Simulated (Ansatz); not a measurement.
# Orbital character of the bands of Na2S

```xyz
3
Lattice="0.0000 3.2630 3.2630 3.2630 0.0000 3.2630 3.2630 3.2630 0.0000" Properties=species:S:1:pos:R:3 pbc="T T T"
Na    1.6315    1.6315    1.6315
Na    4.8945    4.8945    4.8945
S     0.0000    0.0000    0.0000
```

Atoms are numbered in the order listed.

The cell is COD entry 1011374, as deposited and not checked against the literature; nothing was relaxed.

Method: DFT, PBE, all-electron LAPW, scalar-relativistic (Ansatz 0.2.0).

Settings: a Γ-centred 8×8×8 k mesh, Fermi–Dirac smearing of 0.02 eV, basis error target 0.5 meV/atom, no spin polarisation.

Weights are projections on a minimal set of Löwdin-orthogonalised atomic shells, summed over atoms of an element; the rest lies outside that basis, and weights on diffuse cation s shells are inflated where empty shells are missing from it. Energies are in eV from the valence-band top.

Points: X (0.500, 0.000, 0.500), W (0.500, 0.250, 0.750).

```tsv
state	character
X, -9.82 eV	S 3s 99 %
X, -1.48 eV	?
X, -0.46 eV (×2)	?
W, -9.82 eV	S 3s 99 %
W, -1.02 eV (×2)	?
W, -0.58 eV	?
```

Question: Give the missing entry: row "W, -1.02 eV (×2)", column "character".

Answer: S 3p 83 %, Na 3s 16 %.

Question: Give the missing entry: row "W, -0.58 eV", column "character".

Answer: S 3p 95 %.

Question: Give the missing entry: row "X, -1.48 eV", column "character".

Answer: S 3p 75 %, Na 3s 25 %.

Question: What belongs in the row "X, -0.46 eV (×2)", column "character"?

Answer: S 3p 97 %.
